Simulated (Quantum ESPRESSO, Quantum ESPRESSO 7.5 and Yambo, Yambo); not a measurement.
**A GW chain in Yambo: LiF (Griceite)**

How does a plane-wave GW calculation on LiF (Griceite) run from the first input to the gap?

Calculated with Quantum ESPRESSO 7.5 and Yambo 5.3.0; PBE and many-body steps on it, plane waves.

### Step 1. The starting structure

Symmetry: Fm-3m, No. 225, cubic system. Conventional cell: a = 4.028 Å, b = 4.028 Å, c = 4.028 Å, α = 90.00°, β = 90.00°, γ = 90.00°. Nearest to Li lie 6 F at 2.01 Å. Nearest to F lie 6 Li at 2.01 Å. Farther neighbours and most contacts between anions are not listed.

The cell and positions come from the Crystallography Open Database and are kept as given unless a step says otherwise.

### Step 2. Ground state

This step: Quantum ESPRESSO 7.5; DFT, PBE, plane waves, norm-conserving pseudopotentials.

The ground-state density comes first.

Contents of pw.in:

```
&control
  calculation = 'scf'
  prefix = 'x'
  outdir = 'o'
  pseudo_dir = 'pseudo'
/
&system
  ibrav = 0
  nat = 2
  ntyp = 2
  ecutwfc = 72.0
  nbnd = 10
  force_symmorphic = .true.
/
&electrons
  conv_thr = 1e-10
  electron_maxstep = 80
  mixing_beta = 0.5
/
ATOMIC_SPECIES
  Li 6.94 Li.upf
  F 18.998 F.upf
CELL_PARAMETERS angstrom
  0.0000000000 2.0140000000 2.0140000000
  2.0140000000 0.0000000000 2.0140000000
  2.0140000000 2.0140000000 -0.0000000000
ATOMIC_POSITIONS crystal
  Li 0.0000000000 0.0000000000 0.0000000000
  F 0.5000000000 0.5000000000 0.5000000000
K_POINTS automatic
  8 8 8 0 0 0
```

Started as:

```bash
$ OMP_NUM_THREADS=1 mpirun -n 4 pw.x -nk 4 -in pw.in > pw.out
```

Output:

```text
Program PWSCF v.7.5 starts

     This program is part of the open-source Quantum ESPRESSO suite
     for quantum simulation of materials; please cite
         "P. Giannozzi et al., J. Phys.:Condens. Matter 21 395502 (2009);
         "P. Giannozzi et al., J. Phys.:Condens. Matter 29 465901 (2017);
         "P. Giannozzi et al., J. Chem. Phys. 152 154105 (2020);
     in publications or presentations arising from this work. More details at
     Message from routine setup:
     using ibrav=0 with symmetry is DISCOURAGED, use correct ibrav instead

     G-vector sticks info

     bravais-lattice index     =            0
     lattice parameter (alat)  =       5.3824  a.u.
     unit-cell volume          =     110.2567 (a.u.)^3
     number of atoms/cell      =            2
     number of atomic types    =            2
     number of electrons       =        10.00
     number of Kohn-Sham states=           10
     kinetic-energy cutoff     =      72.0000  Ry
     charge density cutoff     =     288.0000  Ry
     scf convergence threshold =      1.0E-10
     mixing beta               =       0.5000
     number of iterations used =            8  plain     mixing
     Exchange-correlation= PBE
                           (   1   4   3   4   0   0   0)

     celldm(1)=   5.382367  celldm(2)=   0.000000  celldm(3)=   0.000000
     celldm(4)=   0.000000  celldm(5)=   0.000000  celldm(6)=   0.000000

     crystal axes: (cart. coord. in units of alat)
               a(1) = (   0.000000   0.707107   0.707107 )
               a(2) = (   0.707107   0.000000   0.707107 )
               a(3) = (   0.707107   0.707107  -0.000000 )

     reciprocal axes: (cart. coord. in units 2 pi/alat)
               b(1) = ( -0.707107  0.707107  0.707107 )
               b(2) = (  0.707107 -0.707107  0.707107 )
               b(3) = (  0.707107  0.707107 -0.707107 )
     Pseudo is Norm-conserving, Zval =  3.0
     Generated using ONCVPSP code by D. R. Hamann
     Using radial grid of 1944 points,  4 beta functions with:
     Pseudo is Norm-conserving + core correction, Zval =  7.0
     Generated using ONCVPSP code by D. R. Hamann
     Using radial grid of  832 points,  5 beta functions with:
     Li                3.00     6.94000     Li( 1.00)
     F                 7.00    18.99800     F ( 1.00)

     48 Sym. Ops., with inversion, found

   Cartesian axes

     site n.     atom                  positions (alat units)
         1        Li     tau(   1) = (   0.0000000   0.0000000   0.0000000  )
         2        F      tau(   2) = (   0.7071068   0.7071068   0.7071068  )

     number of k points=    29
                       cart. coord. in units 2pi/alat
        k(    1) = (   0.0000000   0.0000000   0.0000000), wk =   0.0039062
        k(    2) = (   0.0883883   0.0883883  -0.0883883), wk =   0.0312500
        k(    3) = (   0.1767767   0.1767767  -0.1767767), wk =   0.0312500
        k(    4) = (   0.2651650   0.2651650  -0.2651650), wk =   0.0312500
        k(    5) = (  -0.3535534  -0.3535534   0.3535534), wk =   0.0156250
        k(    6) = (   0.1767767   0.0000000   0.0000000), wk =   0.0234375
        k(    7) = (   0.2651650   0.0883883  -0.0883883), wk =   0.0937500
        k(    8) = (   0.3535534   0.1767767  -0.1767767), wk =   0.0937500
        k(    9) = (  -0.2651650  -0.4419417   0.4419417), wk =   0.0937500
        k(   10) = (  -0.1767767  -0.3535534   0.3535534), wk =   0.0937500
     [... 17 further rows ...]
        k(   28) = (  -0.7071068   0.1767767  -0.0000000), wk =   0.0468750
        k(   29) = (  -0.7071068   0.3535534   0.0000000), wk =   0.0234375

     Dense  grid:     9185 G-vectors     FFT dimensions: (  30,  30,  30)

     Initial potential from superposition of free atoms

     starting charge       9.9954, renormalised to      10.0000
     Starting wfcs are    6 randomized atomic wfcs +    4 random wfcs

     per-process dynamical memory:    10.8 Mb

     Self-consistent Calculation

     iteration #  1     ecut=    72.00 Ry     beta= 0.50

     total energy              =     -63.94789897 Ry
     estimated scf accuracy    <       0.11923085 Ry

     iteration #  2     ecut=    72.00 Ry     beta= 0.50

     total energy              =     -63.97944565 Ry
     estimated scf accuracy    <       0.01212648 Ry

     iteration #  3     ecut=    72.00 Ry     beta= 0.50

     total energy              =     -63.98144994 Ry
     estimated scf accuracy    <       0.00133569 Ry

     iteration #  4     ecut=    72.00 Ry     beta= 0.50

     total energy              =     -63.98156812 Ry
     estimated scf accuracy    <       0.00003780 Ry

     iteration #  5     ecut=    72.00 Ry     beta= 0.50

     total energy              =     -63.98157171 Ry
     estimated scf accuracy    <       0.00000354 Ry

     iteration #  6     ecut=    72.00 Ry     beta= 0.50

     total energy              =     -63.98157240 Ry
     estimated scf accuracy    <          8.2E-09 Ry

     iteration #  7     ecut=    72.00 Ry     beta= 0.50

     total energy              =     -63.98157241 Ry
     estimated scf accuracy    <          4.4E-09 Ry

     iteration #  8     ecut=    72.00 Ry     beta= 0.50

     total energy              =     -63.98157241 Ry
     estimated scf accuracy    <          2.9E-10 Ry

     iteration #  9     ecut=    72.00 Ry     beta= 0.50

     End of self-consistent calculation

          k = 0.0000 0.0000 0.0000 (  1139 PWs)   bands (ev):

   -39.9378 -18.9883   0.9065   0.9065   0.9065  10.0211  24.8974  24.8974
    24.8974  25.3125

          k = 0.0884 0.0884-0.0884 (  1143 PWs)   bands (ev):

   -39.9292 -18.9290   0.4741   0.8716   0.8716  10.4588  21.5470  23.2809
    23.2809  26.5804

          k = 0.1768 0.1768-0.1768 (  1131 PWs)   bands (ev):

   -39.9086 -18.7808  -0.4525   0.7900   0.7900  11.2836  18.8900  21.5015
    21.5015  27.9954

          k = 0.2652 0.2652-0.2652 (  1143 PWs)   bands (ev):

     [... further k-points ...]

     highest occupied, lowest unoccupied level (ev):     0.9065   10.0211

!    total energy              =     -63.98157241 Ry
     estimated scf accuracy    <          2.3E-11 Ry

     The total energy is the sum of the following terms:
     one-electron contribution =     -25.10600909 Ry
     hartree contribution      =      16.67746653 Ry
     xc contribution           =     -14.60475319 Ry
     ewald contribution        =     -40.94827666 Ry

     convergence has been achieved in   9 iterations

     XML data file, charge density, pseudopotentials, collected wavefunctions

=------------------------------------------------------------------------------=
   JOB DONE.
=------------------------------------------------------------------------------=
```

Run time: 2.1 s. Hardware: 4 MPI ranks of Arm Neoverse V1, shared host; peak memory 0.18 GiB.

This step gave:

```yaml
total_energy: -870.5136 eV
gap: 9.115 eV
k_of_the_valence_top: 0, 0, 0
k_of_the_conduction_bottom: 0, 0, 0
least_direct_gap: 9.115 eV
```

The gap is direct, at Γ.

### Step 3. Bands along the symmetry lines

Levels along a band path, at the cheap level, show where the edges lie and whether the meshes to come will hold them.

Contents of pw.in:

```
&control
  calculation = 'bands'
  prefix = 'x'
  outdir = 'o'
  pseudo_dir = 'pseudo'
/
&system
  ibrav = 0
  nat = 2
  ntyp = 2
  ecutwfc = 72.0
  nbnd = 11
  force_symmorphic = .true.
/
&electrons
  conv_thr = 1e-9
  electron_maxstep = 80
  diago_full_acc = .true.
  diago_thr_init = 5e-6
/
ATOMIC_SPECIES
  Li 6.94 Li.upf
  F 18.998 F.upf
CELL_PARAMETERS angstrom
  0.0000000000 2.0140000000 2.0140000000
  2.0140000000 0.0000000000 2.0140000000
  2.0140000000 2.0140000000 -0.0000000000
ATOMIC_POSITIONS crystal
  Li 0.0000000000 0.0000000000 0.0000000000
  F 0.5000000000 0.5000000000 0.5000000000
K_POINTS crystal
  50
  0.00000000 0.00000000 0.00000000 1
  0.06250000 0.00000000 0.06250000 1
  0.12500000 0.00000000 0.12500000 1
  0.18750000 0.00000000 0.18750000 1
  0.25000000 0.00000000 0.25000000 1
  0.31250000 0.00000000 0.31250000 1
  0.37500000 0.00000000 0.37500000 1
  0.43750000 0.00000000 0.43750000 1
  0.50000000 0.00000000 0.50000000 1
  0.51562500 0.03125000 0.51562500 1
  0.53125000 0.06250000 0.53125000 1
  0.54687500 0.09375000 0.54687500 1
  0.56250000 0.12500000 0.56250000 1
  0.57812500 0.15625000 0.57812500 1
  0.59375000 0.18750000 0.59375000 1
  0.60937500 0.21875000 0.60937500 1
  0.62500000 0.25000000 0.62500000 1
  0.37500000 0.37500000 0.75000000 1
  0.32812500 0.32812500 0.65625000 1
  0.28125000 0.28125000 0.56250000 1
  0.23437500 0.23437500 0.46875000 1
  0.18750000 0.18750000 0.37500000 1
  0.14062500 0.14062500 0.28125000 1
  0.09375000 0.09375000 0.18750000 1
  0.04687500 0.04687500 0.09375000 1
  0.00000000 0.00000000 0.00000000 1
  0.06250000 0.06250000 0.06250000 1
  0.12500000 0.12500000 0.12500000 1
  0.18750000 0.18750000 0.18750000 1
  0.25000000 0.25000000 0.25000000 1
  0.31250000 0.31250000 0.31250000 1
  0.37500000 0.37500000 0.37500000 1
  0.43750000 0.43750000 0.43750000 1
  0.50000000 0.50000000 0.50000000 1
  0.50000000 0.46875000 0.53125000 1
  0.50000000 0.43750000 0.56250000 1
  0.50000000 0.40625000 0.59375000 1
  0.50000000 0.37500000 0.62500000 1
  0.50000000 0.34375000 0.65625000 1
  0.50000000 0.31250000 0.68750000 1
  0.50000000 0.28125000 0.71875000 1
  0.50000000 0.25000000 0.75000000 1
  0.50000000 0.21875000 0.71875000 1
  0.50000000 0.18750000 0.68750000 1
  0.50000000 0.15625000 0.65625000 1
  0.50000000 0.12500000 0.62500000 1
  0.50000000 0.09375000 0.59375000 1
  0.50000000 0.06250000 0.56250000 1
  0.50000000 0.03125000 0.53125000 1
  0.50000000 0.00000000 0.50000000 1
```

Output:

```text
[banner, memory and clock lines left out]
Program PWSCF v.7.5 starts

     Atomic positions and unit cell read from directory:
     o/x.save/

     Message from routine setup:
     using ibrav=0 with symmetry is DISCOURAGED, use correct ibrav instead

     G-vector sticks info

     bravais-lattice index     =            0
     lattice parameter (alat)  =       5.3824  a.u.
     unit-cell volume          =     110.2567 (a.u.)^3
     number of atoms/cell      =            2
     number of atomic types    =            2
     number of electrons       =        10.00
     number of Kohn-Sham states=           11
     kinetic-energy cutoff     =      72.0000  Ry
     charge density cutoff     =     288.0000  Ry
     Exchange-correlation= PBE
                           (   1   4   3   4   0   0   0)

     celldm(1)=   5.382367  celldm(2)=   0.000000  celldm(3)=   0.000000
     celldm(4)=   0.000000  celldm(5)=   0.000000  celldm(6)=   0.000000

     crystal axes: (cart. coord. in units of alat)
               a(1) = (   0.000000   0.707107   0.707107 )
               a(2) = (   0.707107   0.000000   0.707107 )
               a(3) = (   0.707107   0.707107  -0.000000 )

     reciprocal axes: (cart. coord. in units 2 pi/alat)
               b(1) = ( -0.707107  0.707107  0.707107 )
               b(2) = (  0.707107 -0.707107  0.707107 )
               b(3) = (  0.707107  0.707107 -0.707107 )
     Pseudo is Norm-conserving, Zval =  3.0
     Generated using ONCVPSP code by D. R. Hamann
     Using radial grid of 1944 points,  4 beta functions with:
     Pseudo is Norm-conserving + core correction, Zval =  7.0
     Generated using ONCVPSP code by D. R. Hamann
     Using radial grid of  832 points,  5 beta functions with:
     Li                3.00     6.94000     Li( 1.00)
     F                 7.00    18.99800     F ( 1.00)

     48 Sym. Ops., with inversion, found

   Cartesian axes

     site n.     atom                  positions (alat units)
         1        Li     tau(   1) = (   0.0000000   0.0000000   0.0000000  )
         2        F      tau(   2) = (   0.7071068   0.7071068   0.7071068  )

     number of k points=    50
                       cart. coord. in units 2pi/alat
        k(    1) = (   0.0000000   0.0000000   0.0000000), wk =   0.0400000
        k(    2) = (   0.0000000   0.0883883   0.0000000), wk =   0.0400000
        k(    3) = (   0.0000000   0.1767767   0.0000000), wk =   0.0400000
[...]
[... 38 further rows ...]
        k(   49) = (   0.0441942   0.7071068   0.0000000), wk =   0.0400000
        k(   50) = (   0.0000000   0.7071068   0.0000000), wk =   0.0400000

     Dense  grid:     9185 G-vectors     FFT dimensions: (  30,  30,  30)

     The potential is recalculated from file :
     o/x.save/charge-density

     Starting wfcs are    6 randomized atomic wfcs +    5 random wfcs

     Band Structure Calculation

     End of band structure calculation

          k = 0.0000 0.0000 0.0000 (  1139 PWs)   bands (ev):

   -39.9378 -18.9883   0.9065   0.9065   0.9065  10.0211  24.8974  24.8974
    24.8974  25.3125  25.3125

          k = 0.0000 0.0884 0.0000 (  1147 PWs)   bands (ev):

   -39.9348 -18.9678   0.8035   0.8673   0.8673  10.1833  23.7304  23.7304
    24.1913  24.2895  26.8324

          k = 0.0000 0.1768 0.0000 (  1155 PWs)   bands (ev):

   -39.9265 -18.9071   0.5061   0.7562   0.7562  10.6553  22.5118  22.7158
    22.7158  23.0257  28.8911

          k =-0.0000 0.2652 0.0000 (  1146 PWs)   bands (ev):

[...]
k = 0.0000 0.4419-0.0000 (  1126 PWs)   bands (ev):

[...]
k =-0.0000 0.5303 0.0000 (  1142 PWs)   bands (ev):

[...]
k = 0.0000 0.6187-0.0000 (  1138 PWs)   bands (ev):

[...]
k = 0.4640 0.4640-0.0000 (  1141 PWs)   bands (ev):

[...]
k = 0.3315 0.3315-0.0000 (  1135 PWs)   bands (ev):

[...]
k = 0.3094 0.7071-0.0000 (  1134 PWs)   bands (ev):

[...]
k = 0.2210 0.7071-0.0000 (  1138 PWs)   bands (ev):

[...]
k = 0.1768 0.7071-0.0000 (  1142 PWs)   bands (ev):

[...]
k = 0.0442 0.7071 0.0000 (  1142 PWs)   bands (ev):

   -39.8644 -18.2931  -2.0598  -0.1059  -0.0759  15.7296  17.3711  18.3945
    21.1240  21.3413  34.3419

          k = 0.0000 0.7071 0.0000 (  1138 PWs)   bands (ev):

   -39.8644 -18.2921  -2.0764  -0.0833  -0.0833  15.7282  17.4514  18.3945
    21.1639  21.1639  34.3039

     XML data file, pseudopotentials, collected wavefunctions
```

Elapsed: 1.4 s, on 4 MPI ranks; peak memory 0.05 GiB.

This step gave:

- gap: 9.114 eV
- k of the valence top: 0.0469, 0.0469, 0.0938
- k of the conduction bottom: 0, 0, 0
- least direct gap: 9.115 eV

The gap is 9.114 eV, −0.001 eV from the run before at this level.

The electronic bands at the labelled points (eV, zero at the top of the highest filled band; v1 is the highest filled band, c1 the lowest empty one):

```csv
point,v4,v3,v2,v1,c1,c2,c3,c4
Γ,-19.90,0.00,0.00,0.00,9.11,23.99,23.99,23.99
halfway,-19.59,-1.42,-0.51,-0.51,11.43,18.82,19.77,20.65
X,-19.20,-2.98,-0.99,-0.99,14.82,16.54,17.49,20.26
halfway,-19.21,-2.85,-1.17,-0.92,14.84,15.87,17.71,20.08
U,-19.24,-2.48,-1.55,-0.73,14.53,14.92,18.45,19.69
jump to K,-19.24,-2.48,-1.55,-0.73,14.53,14.92,18.45,19.69
halfway,-19.59,-1.49,-0.75,-0.09,11.11,17.01,19.96,20.21
Γ,-19.90,0.00,0.00,0.00,9.11,23.99,23.99,23.99
halfway,-19.69,-1.36,-0.12,-0.12,10.38,17.98,20.59,20.59
L,-19.46,-2.50,-0.23,-0.23,10.83,16.74,18.94,18.94
halfway,-19.35,-2.31,-1.22,-0.48,12.56,15.76,19.00,19.20
W,-19.23,-2.06,-2.06,-0.79,15.08,15.08,17.48,19.28
halfway,-19.21,-2.73,-1.32,-0.89,14.86,15.76,17.49,19.75
X,-19.20,-2.98,-0.99,-0.99,14.82,16.54,17.49,20.26
```

The electronic bands as a text plot (rows in eV, shown from -8.0 to 15.1 only):

```
   14.6 |          +++++++++                             ++++++++
   13.7 |         +        +                           ++
   12.7 |       ++          ++                        +
   11.7 |     ++              ++                    ++
   10.8 |    +                  +++         ++++++++
    9.8 |  ++                      ++    +++
    8.9 |++                          ++++
    7.9 |
    6.9 |
    6.0 |
    5.0 |
    4.0 |
    3.1 |
    2.1 |
    1.1 |
    0.2 |****                 **********************
   -0.8 |  **************************    ***      ***************
   -1.7 |     ****       ********           ****       *******
   -2.7 |         *********                     ********   ******
   -3.7 |
   -4.6 |
   -5.6 |
   -6.6 |
   -7.5 |
         Γ           X  U|K            Γ         L        W     X
```

(Continued in part 2 of 2.)

[Paths, hosts, dates, memory and timing lines, banners, echoed tables and standing remarks are left out of the program output.]

[Logs are printed without paths, hosts, clocks, repeated set-up lines and the standing remarks that a program may print on its own settings, such as how far it seeks lower states.]

[Runs of the session that timed out or met a known fault of the program may be left out.]

[Hosts, paths, dates, database ids (printed as entryN), source tags and the programs' standing remarks are cut or masked in the printed files.]
